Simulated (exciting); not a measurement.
Set up this calculation in exciting (release sodium), as an ASE script.

* Task: single point
* Functional: LDA
* Dispersion: TS
* Potentials or basis: all-electron LAPW+lo, shipped species files, valence relativity iora*
* rgkmax: 9
* k mesh: 10 × 10 × 6
* Occupations: methfessel-paxton, width 0.05 eV
* Spin: no spin polarisation
* outputlevel: normal
* gmaxvr (cutoff of density and potential): 14 1/bohr
* lmaxapw (and lmaxmat): 10
* lmaxvr: 8
* nempty: 18
* Valence relativity: iora*
* epsengy: 1e-05 Ha
* epspot: 1e-05 Ha
* maxscl: 60
* Muffin-tin radii: Au 2.3 bohr

The structure of Au lies in Au.cif:

```cif
data_Au
_cell_length_a 2.81548906
_cell_length_b 2.82020935
_cell_length_c 5.19094507
_cell_angle_alpha 103.14121738
_cell_angle_beta 102.66246225
_cell_angle_gamma 90.26320362
_space_group_name_H-M_alt 'P-1'
_space_group_name_Hall '-P 1'
_space_group_IT_number 2
loop_
_space_group_symop_operation_xyz
'x,y,z'
'-x,-y,-z'
loop_
_atom_site_label
_atom_site_type_symbol
_atom_site_symmetry_multiplicity
_atom_site_Wyckoff_symbol
_atom_site_fract_x
_atom_site_fract_y
_atom_site_fract_z
_atom_site_occupancy
Au1 Au 2 i 0.6728620000 0.6659620000 0.2740550000 1
```

This isn't the form of Au at room conditions, which is fcc.

One way to write it, as run:

run_exciting.py

```python
import subprocess
import xml.etree.ElementTree as ET
from ase.io import read
from ase.units import Bohr

atoms = read("Au.cif")
import spglib
from ase import Atoms
cell, positions, numbers = spglib.find_primitive((atoms.cell[:], atoms.get_scaled_positions(), atoms.numbers), symprec=1e-5)
atoms = Atoms(numbers, cell=cell, scaled_positions=positions, pbc=True)
rmt = {'Au': 2.3}  # bohr
tasks = """
<groundstate do="fromscratch" ngridk="10 10 6" rgkmax="9" gmaxvr="14" lmaxapw="10" lmaxmat="10" lmaxvr="8" xctype="LDA_PW" stype="Methfessel-Paxton 1" swidth="0.00183747" nempty="18" ValenceRelativity="iora*" epsengy="1e-05" epspot="1e-05" maxscl="60" tforce="true" outputlevel="normal" vdWcorrection="TSvdW"/>
<properties>
  <TSvdW/>
</properties>
"""

root = ET.Element("input")
ET.SubElement(root, "title").text = "Au"
structure = ET.SubElement(root, "structure", speciespath="./", tshift="false")
crystal = ET.SubElement(structure, "crystal", scale="1.0")
for vector in atoms.cell / Bohr:
    ET.SubElement(crystal, "basevect").text = " ".join(f"{x:.12f}" for x in vector)
symbols = atoms.get_chemical_symbols()
for element in dict.fromkeys(symbols):
    species = ET.SubElement(structure, "species", speciesfile=element + ".xml", rmt=str(rmt[element]))
    for symbol, position in zip(symbols, atoms.get_scaled_positions(wrap=False)):
        if symbol == element:
            ET.SubElement(species, "atom", coord=" ".join(f"{x:.12f}" for x in position))
root.extend(ET.fromstring("<tasks>" + tasks + "</tasks>"))
ET.indent(root)
ET.ElementTree(root).write("input.xml")
subprocess.run(["exciting_smp"], check=True)
```

Potentials or basis: all-electron LAPW+lo, shipped species files, valence relativity iora*.

Command:

```bash
$ OMP_NUM_THREADS=1 python run_exciting.py
```

Results of the run:

```
Band gap on the k mesh                            : none (metal or under the smearing width)
All electrons inside the program's atomic spheres : Au 76.74 (radii Au 2.3 bohr)
Dispersion energy per atom                        : -0.354 eV
```

Caveat: the basis of Au and Ba changes in steps between geometries, so energy differences can be off by several meV.

It took 17 min on 1 thread of Arm Neoverse V2, with other jobs on the host, peak memory 0.15 GiB.
